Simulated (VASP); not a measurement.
Input of a VASP 6.6.1 run:

The input POSCAR:

```
CsH
1.0
    0.0000000000      3.1892664303      3.1892664303
    3.1892664303      0.0000000000      3.1892664303
    3.1892664303      3.1892664303      0.0000000000
Cs H
1 1
Direct
    0.0000000000      0.0000000000      0.0000000000
    0.5000000000      0.5000000000      0.5000000000
```

Contents of INCAR.step1:

```
SYSTEM = CsH
PREC     = Accurate       ! precision mode
ENCUT    = 520            ! plane-wave cutoff, eV
EDIFF    = 1E-5           ! SCF threshold, eV
ISMEAR   = 0              ! smearing method
SIGMA    = 0.01           ! smearing width, eV
LREAL    = .False.        ! projectors in reciprocal space
LASPH    = .True.         ! aspherical terms in the spheres
NELM     = 80             ! most SCF steps
ALGO     = Normal         ! electronic algorithm
ISIF     = 2              ! what is computed and relaxed
LWAVE    = .True.         ! write WAVECAR
NBANDS   = 12             ! bands
GGA      = PE             ! functional
```

INCAR.step2

```
SYSTEM = CsH
PREC     = Accurate       ! precision mode
ENCUT    = 520            ! plane-wave cutoff, eV
EDIFF    = 1E-6           ! SCF threshold, eV
ISMEAR   = 0              ! smearing method
SIGMA    = 0.01           ! smearing width, eV
LREAL    = .False.        ! projectors in reciprocal space
LASPH    = .True.         ! aspherical terms in the spheres
NELM     = 80             ! most SCF steps
ALGO     = Normal         ! electronic algorithm
ISIF     = 2              ! what is computed and relaxed
LWAVE    = .False.        ! write WAVECAR
LCHARG   = .True.         ! write CHGCAR
GGA      = PE             ! functional
LHFCALC  = .True.         ! exact exchange
HFSCREEN = 0.2079         ! screening, 1/A
PRECFOCK = Normal       
LELF     = .True.         ! ELF
LVHAR    = .True.       
NBANDS   = 12             ! bands
ISTART   = 1
```

Contents of KPOINTS:

```
regular mesh
0
Gamma
  4 4 4
  0 0 0
```

Potentials or basis: VASP PAW PBE potentials, release 64 (Cs_sv, H).

Launch:

```console
$ cat potpaw_PBE.64/Cs_sv/POTCAR potpaw_PBE.64/H/POTCAR > POTCAR
$ cp INCAR.step1 INCAR
$ mpirun -np 1 vasp_std > vasp.out
$ cp INCAR.step2 INCAR
$ mpirun -np 1 vasp_std > vasp.out
```

(1) What does it give for the pressure?

(2) Predict the band gap on the k mesh.

Answers

(1) 0.1 GPa.

(2) 3.25 eV, direct.

Caveat: the k mesh is coarse (spacing up to 0.43 Å⁻¹), so the values aren't converged, least of all with exact exchange; the PAW data sets were made with another functional, which shifts forces and pressure a little; spin-orbit coupling is left out, which moves the levels of the heavy elements.
